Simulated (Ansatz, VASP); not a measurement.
## Ni: VASP beside Ansatz

```
CELL_PARAMETERS angstrom
0.00000 1.73757 1.73757
1.73757 0.00000 1.73757
1.73757 1.73757 0.00000
ATOMIC_POSITIONS crystal
Ni 0.00000 0.00000 0.00000
```

Alike in both runs: functional PBEsol; k mesh 13 × 13 × 13; occupations fermi-dirac, width 0.05 eV; collinear spin; Hubbard terms Ni d U = 2.0 eV.

|  | VASP | Ansatz |
| --- | --- | --- |
| version | VASP 6.6.1 | Ansatz 0.2.0 |
| potentials or method | VASP PAW PBE potentials, release 64 (Ni), cutoff 520 eV | all-electron LAPW, scalar-relativistic |
| task | single point | density of states |

```tsv
	VASP	Ansatz	Ansatz less VASP
gap on the k mesh at the Fermi level (eV)	none	none	-
pressure (GPa)	-7.3	-2.4	+4.90
net moment per atom (μB)	0.64	0.63	-0.003
size of the moment on the site where the two differ most (μB)	0.65	0.66	+0.009
```

Site moments also hang on the region over which each program counts them. The programs project onto different local orbitals, so the same U acts differently. A gap of «none» marks a metal or a gap that the smearing closes. Ansatz ran all-electron here, so the differences hold the error of VASP's frozen core and of both bases.

Caveats: the U is typed as a test and isn't derived for this compound; the PAW data sets were made with another functional, which shifts forces and pressure a little (VASP); the magnetic state may not be the lowest (Ansatz); U is the effective U less J, on atomic orbitals that reach past the spheres (Ansatz); the density of states is complete only up to the lowest level of the last band computed (Ansatz). The state reached can hang on the start; a lower one may exist.
